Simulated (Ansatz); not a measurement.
# Se: the cost of one run

Program: Ansatz 0.2.0. Level of theory: DFT PBE, scalar-relativistic. These are calculated values, not measurements.

**1. The starting structure**

It takes space group P3_221 (No. 154, trigonal). The conventional cell has a = 4.355 Å, b = 4.355 Å, c = 4.949 Å, α = 90.00°, β = 90.00°, γ = 120.00°. Around Se (site symmetry 2) lie 2 Se at 2.32 Å.

Coordinates:

```cif
data_structure
_symmetry_space_group_name_H-M 'P 1'
_symmetry_Int_Tables_number 1
_cell_length_a 4.3552
_cell_length_b 4.3552
_cell_length_c 4.9494
_cell_angle_alpha 90.000
_cell_angle_beta 90.000
_cell_angle_gamma 120.000
_cell_volume 81.30
loop_
_atom_site_label
_atom_site_type_symbol
_atom_site_fract_x
_atom_site_fract_y
_atom_site_fract_z
_atom_site_occupancy
Se1 Se 0.21700 0.00000 0.16667 1
Se2 Se 0.00000 0.21700 0.83333 1
Se3 Se 0.78300 0.78300 0.50000 1
```

Atoms are numbered in the order of the input: Se1, Se2, Se3.

**2. After the deformation**

Space group P3_221 before, P3_221 after.

**3. LAPW, all electrons**

Input file input.yaml:

```yaml
crystal:
  lattice:
    - [4.268066284, 0.0, 0.0]
    - [-2.134033142, 3.696253827, 0.0]
    - [0.0, 0.0, 4.94945]
  atoms:
    - { symbol: Se, position: [0.217, 0.0, 0.1666666667] }
    - { symbol: Se, position: [0.0, 0.217, 0.8333333333] }
    - { symbol: Se, position: [0.783, 0.783, 0.5] }
kpoints:
  mp_grid: { grid: [8, 8, 6] }
  band_path:
    path:
      - [0.0, 0.0, 0.0]
      - [0.5, 0.0, 0.0]
      - [0.3333333333, 0.3333333333, 0.0]
      - [0.0, 0.0, 0.0]
      - [0.0, 0.0, 0.5]
      - [0.5, 0.0, 0.5]
      - [0.3333333333, 0.3333333333, 0.5]
      - [0.0, 0.0, 0.5]
      - [0.5, 0.0, 0.5]
    npoints: 5
scf:
  occupations: { method: fermi_dirac, width: 0.03 }
hamiltonian:
  xc: pbe
  pseudopotentials: { kind: all_electron, lapw: { basis_error: 0.0005 } }
output:
  forces: true
  stress: true
  eigenvalues: true
```

The run is started by

```
$ ansatz run input.yaml --threads 1 --pin off --max-ram 4096MiB --backend cpu --events-out ev --progress --plain --runs-dir out
```

Q: Estimate wall time and peak memory on 1 thread of Intel Xeon Platinum 8488C (Sapphire Rapids), shared host.

About 71 s, with a peak of 0.55 GiB.
